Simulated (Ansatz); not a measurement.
Point defect: H interstitial in GaN

All numbers below come from DFT PBE, scalar-relativistic, plane waves, PAW (Ansatz). Run with 420 eV cutoff, 2×2×2 k-mesh, shifted by half a step, Gaussian smearing of 0.01 eV, collinear spin in charge 0 alone.

Host crystal, relaxed:

```
Ga N
1.0
     0.00000    2.27424    2.27424
     2.27424    0.00000    2.27424
     2.27424    2.27424    0.00000
Ga N
1 1
Direct
  0.00000 0.00000 0.00000
  0.75000 0.75000 0.75000
```

Supercell of 32 atoms, rows in host cell vectors: 3 -1 -1; -1 3 -1; -1 -1 3. Atoms relax at the host's cell, keeping the symmetry that the supercell leaves at the site. The cell is small, so energies carry finite-size errors of tenths of an eV. The host's Kohn–Sham gap is 1.54 eV. Atoms are taken from and returned to the elements' standard states. Charged cells are corrected for image charges with the computed static dielectric tensor (mean 11.0) and aligned with the host's potential at far atoms (alignment terms reach 0.14 eV). No band-filling term is added, and the Fermi level counts from the host's valence band top.

Defect: H interstitial at (0.250, 0.250, 0.250) of the host cell.

Task: What is the formation energy of the neutral defect?

Result: 2.86 eV.

Task: Does the neutral defect carry a moment, and how do its surroundings relax?

Result: It changes the cell's moment by 1.00 μB. The nearest neighbours before are 4 Ga at 1.97 Å, 6 N at 2.27 Å; after relaxation the atoms near the site are 4 Ga at 1.97 Å, 6 N at 2.31 Å; the largest move is 0.04 Å.

Task: Charges +1, 0, -1 were computed. Which is stable where in the gap?

Result: Among the charges computed the stable one is +1 at the valence band top, changing to 0 at 0.07 eV, changing to -1 at 1.04 eV. Other sites of the defect weren't tried. Levels between neighbouring charges: (+1/0) 0.07 eV, (0/-1) 1.04 eV.